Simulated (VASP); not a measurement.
**MgO (Periclase): relaxation of cell and atoms with PBE**

The system is MgO (Periclase).

```xyz
2
Lattice="0.0000 2.1085 2.1085 2.1085 0.0000 2.1085 2.1085 2.1085 0.0000" Properties=species:S:1:pos:R:3 pbc="T T T"
Mg    0.0000    0.0000    0.0000
O     2.1085    2.1085    2.1085
```

| Quantity | Value |
| --- | --- |
| Program | VASP 6.6.1 |
| Task | relaxation of cell and atoms |
| Functional | PBE |
| Potentials or basis | VASP PAW PBE potentials, release 64 (Mg, O) |
| Cutoff | 600 eV |
| k mesh | 12 × 12 × 12 |
| Occupations | gaussian, width 0.03 eV |
| Spin | no spin polarisation |
| Further INCAR settings | ALGO = Normal; EDIFF = 1e-06; IBRION = 2; EDIFFG = -0.01; NSW = 90; ISIF = 3 |

```
Relaxed volume                         : 9.56 Å³/atom
Relaxed cell                           : a = 3.002 Å, b = 3.002 Å, c = 3.002 Å, α = 60.00°, β = 60.00°, γ = 60.00°
Space group after relaxing (to 0.05 Å) : Fm-3m (No. 225)
Energy gained by relaxing              : 1.8 meV/atom
Ionic steps                            : 3
Pressure after relaxing                : 0.0 GPa
Band gap on the k mesh                 : 4.50 eV, direct
```

Step by step:
```csv
step,energy change (eV),largest force (eV/Å),pressure (GPa),volume (Å³)
1,0.0000,0.0000,3.09,18.75
2,-0.0032,0.0000,-0.93,19.24
3,-0.0036,0.0000,-0.01,19.12
```

Final structure:
```
Mg O
1.0
     0.00000    2.12248    2.12248
     2.12248    0.00000    2.12248
     2.12248    2.12248    0.00000
Mg O
1 1
Cartesian
  0.0000 0.0000 0.0000
  2.1225 2.1225 2.1225
```

Levels at points of the mesh, in eV from the valence-band top:
```
           k point  band 1  band 2  band 3  band 4  band 5  band 6  band 7  band 8
(0.00, 0.00, 0.00)  -17.14    0.00    0.00    0.00    4.50   15.67   15.67   15.67
(0.50, 0.00, 0.00)  -15.92   -4.51   -0.63   -0.63    7.75   12.34   16.07   16.07
(0.50, 0.50, 0.00)  -15.67   -3.99   -1.32   -1.32    9.09    9.72   12.85   18.62
```

Wall time 7.7 s on 1 thread of Intel(R) Xeon(R) 6975P-C (Granite Rapids) (shared host), peak memory 0.15 GiB.

A k mesh can miss the band edges. PBE usually gives volumes a little too large and moduli too small.
